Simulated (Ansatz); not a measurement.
Input and command of a plane-wave DFT calculation in Ansatz:

```yaml
crystal:
  lattice:
    - [3.8677060711, 0.0, 0.0]
    - [0.0, 5.469762381, 0.0]
    - [0.0, 0.0, 24.6692651777]
  atoms:
    - { symbol: Si, position: [0.5, 0.0, 0.3040220268] }
    - { symbol: Si, position: [0.0, 0.25, 0.3040220268] }
    - { symbol: Si, position: [0.0, 0.5, 0.3824132161] }
    - { symbol: Si, position: [0.5, 0.75, 0.3824132161] }
    - { symbol: Si, position: [0.5, 0.0, 0.4608044054] }
    - { symbol: Si, position: [0.0, 0.25, 0.4608044054] }
    - { symbol: Si, position: [0.0, 0.5, 0.5391955946] }
    - { symbol: Si, position: [0.5, 0.75, 0.5391955946] }
    - { symbol: Si, position: [0.5, 0.0, 0.6175867839] }
    - { symbol: Si, position: [0.0, 0.25, 0.6175867839] }
    - { symbol: Si, position: [0.0, 0.5, 0.6959779732] }
    - { symbol: Si, position: [0.5, 0.75, 0.6959779732] }
basis:
  ecutwfc: 420
kpoints:
  mp_grid: { grid: [7, 5, 1] }
hamiltonian:
  xc: pbe
scf:
  occupations: { method: gaussian, width: 0.05 }
  n_extra_bands: 30
output:
  forces: true
  stress: true
  eigenvalues: true
efield:
  axis: 3
  dipole_correction: true
  ramp_width: 0.04
```

```bash
ansatz run input.yaml --threads 1 --pin off --max-ram 2560MiB --backend cpu --events-out ev --progress --plain --runs-dir out
```

Processor: Intel(R) Xeon(R) 6975P-C (Granite Rapids), 1 thread, on a host shared with other jobs.

Problem. How long does it run, and how much memory does it take?

Solution. About 15 s on 1 thread of Intel(R) Xeon(R) 6975P-C (Granite Rapids), with other jobs on the host, peak memory 0.74 GiB. It solves 54 bands at 12 k points (the mesh reduced by symmetry) with about 10241 plane waves, in 9 SCF iterations.
